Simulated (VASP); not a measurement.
The system is PtS2.

```
Pt S
1.0
     3.54320    0.00000    0.00000
    -1.77160    3.06850    0.00000
     0.00000    0.00000    5.03880
Pt S
1 2
Direct
  0.00000 0.00000 0.00000
  0.66667 0.33333 0.77300
  0.33333 0.66667 0.22700
```

| Property | Result |
| --- | --- |
| Program | VASP 6.6.1 |
| Task | relaxation of cell and atoms |
| Functional | RPBE |
| Dispersion | D3 |
| Potentials or basis | VASP PAW PBE potentials, release 64 (Pt, S) |
| Cutoff | 600 eV |
| k mesh | 9 × 9 × 5 |
| Occupations | fermi-dirac, width 0.05 eV |
| Spin | no spin polarisation |

At the start: pressure 9.5 GPa; volume 18.26 Å³/atom.

Q: How do energy, volume and symmetry change on relaxing?

A: Over 23 steps the energy falls by 53.0 meV/atom and the volume is 17.60 Å³/atom (-3.6 %); space group P-3m1 (No. 164, to 0.05 Å).

Step by step:
```
step  energy change (eV)  largest force (eV/Å)  pressure (GPa)  volume (Å³)
   1              0.0000                1.4745            9.49        54.78
   2              0.1960                1.1018          -12.64        63.82
   3             -0.1250                0.3053           -1.13        57.98
   4             -0.1252                0.3425           -0.84        57.87
   5             -0.1410                0.1877           -0.52        57.44
   6             -0.1461                0.0414           -0.23        57.04
   7             -0.1461                0.0348           -0.22        57.03
   8             -0.1469                0.0617            0.04        56.79
   9             -0.1481                0.1251            0.67        56.23
  10             -0.1482                0.1539            0.96        55.98
  11             -0.1484                0.1532            0.96        55.96
  12             -0.1488                0.1509            0.93        55.90
  13             -0.1497                0.1462            0.88        55.77
  14             -0.1513                0.1369            0.78        55.51
  15             -0.1540                0.1205            0.60        54.98
  16             -0.1573                0.0979            0.28        53.91
  17             -0.1549                0.0882           -0.06        51.72
  18             -0.1577                0.1153            0.22        53.21
  19             -0.1577                0.1126            0.16        52.89
  20             -0.1584                0.0557           -0.14        52.94
  21             -0.1587                0.0262           -0.56        53.01
  22             -0.1587                0.0018           -0.44        52.99
  23             -0.1591                0.0005           -0.01        52.81
```

Final structure:
```xyz
3
Lattice="3.5900 0.0000 0.0000 -1.7950 3.1090 0.0000 0.0000 0.0000 4.7316" Properties=species:S:1:pos:R:3 pbc="T T T"
Pt   -1.7950    3.1090    4.7316
S     1.7950    1.0363    3.5162
S     0.0000    2.0727    1.2154
```

Caveat: the PAW data sets were made with another functional, which shifts forces and pressure a little.
